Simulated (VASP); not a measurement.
Runs of VASP 6.6.1 on GaN. Symmetry: F-43m, No. 216, cubic system. Conventional cell: a = 4.507 Å, b = 4.507 Å, c = 4.507 Å, α = 90.00°, β = 90.00°, γ = 90.00°. Ga (site symmetry -43m) is surrounded by 4 N at 1.95 Å. Around N (site symmetry -43m) lie 4 Ga at 1.95 Å. The cell is a database's computed one.

| task | level | potentials or basis | cell | cutoff (eV) | gap on the mesh (eV) | pressure (GPa) | relaxed volume (Å³/atom) |
| --- | --- | --- | --- | --- | --- | --- | --- |
| relaxation of cell and atoms | RPBE | VASP PAW PBE potentials, release 64 (Ga_d, N) | relaxed | 600 | 1.46 | 0.0 | 12.03 |
| relaxation of cell and atoms | PBEsol | VASP PAW PBE potentials, release 64 (Ga_d, N_s) | relaxed | 480 | 1.73 | 0.0 | 11.36 |
| relaxation of cell and atoms | PBEsol | VASP PAW PBE potentials, release 64 (Ga_d, N) | relaxed | 600 | 1.74 | 0.1 | (b) |
| single point | PBEsol | VASP PAW PBE potentials, release 64 (Ga_d, N) | as given | 520 | 1.68 | -1.3 | - |
| relaxation of cell and atoms | LDA | VASP PAW LDA potentials, release 64 (Ga_d, N) | relaxed | 600 | (a) | 0.0 | 11.11 |

Alike in all rows: no spin polarisation; k mesh 10 × 10 × 10; smearing gaussian 0.02 eV.

Task: Fill in the values left out.

Result: (a) 1.94; (b) 11.35.

Caveats: the PAW data sets were made with another functional, which shifts forces and pressure a little (some runs).

A k mesh can miss the band edges, and the runs leave out spin-orbit coupling on Ga.

Runs at the PBE level aren't shown here.
